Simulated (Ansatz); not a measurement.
## AlN: deformation potentials from a series

```yaml
crystal:
  lattice:
    - [3.11100, 0.00000, 0.00000]
    - [-1.55550, 2.69421, 0.00000]
    - [0.00000, 0.00000, 4.97800]
  atoms:
    - { symbol: Al, position: [0.33333, 0.66667, 0.00000] }
    - { symbol: Al, position: [0.66667, 0.33333, 0.50000] }
    - { symbol: N, position: [0.33333, 0.66667, 0.38500] }
    - { symbol: N, position: [0.66667, 0.33333, 0.88500] }
```

Atom numbers follow the list: Al1, Al2, N3, N4.

The cell is COD entry 9008860, as deposited and not checked against the literature; nothing was relaxed.

Theory: Ansatz 0.2.0, DFT, PBE, all-electron LAPW, scalar-relativistic.

The runs use a Γ-centred 11×11×6 k mesh, Fermi–Dirac smearing of 0.02 eV, basis error target 1 meV/atom, no spin polarisation.

The cell is scaled evenly. Fractional coordinates are held (clamped ions).

Only quantities that a quadratic follows smoothly over the whole series are listed; rougher ones are left out.

```csv
ln(V/Vcell),direct gap at Γ (eV),smallest gap on mesh and path (eV)
-0.0619,4.715,4.715
-0.0408,4.524,4.524
-0.0202,4.340,4.340
-0.0101,4.250,4.250
0.0000,4.161,4.161
0.0100,4.074,4.074
0.0392,3.821,3.821
0.0583,3.658,3.658
```

Task: Fit the series and give the slopes at zero strain.

Result: Least-squares fits y = p0 + p1 x + p2 x² to the rows give direct gap at Γ (eV): p1 = -8.78, p2 = 2.6; smallest gap on mesh and path (eV): p1 = -8.78, p2 = 2.6. So dEg/dln V = -8.8 eV for the direct gap at Γ, the fundamental gap of this crystal. Semilocal gaps are too small, but their slopes carry over better.

Task: One run, at ln(V/Vcell) = 0.0198, is withheld. Predict its row.

Result: The fits give 3.988, 3.988; the run gave 3.988, 3.988.
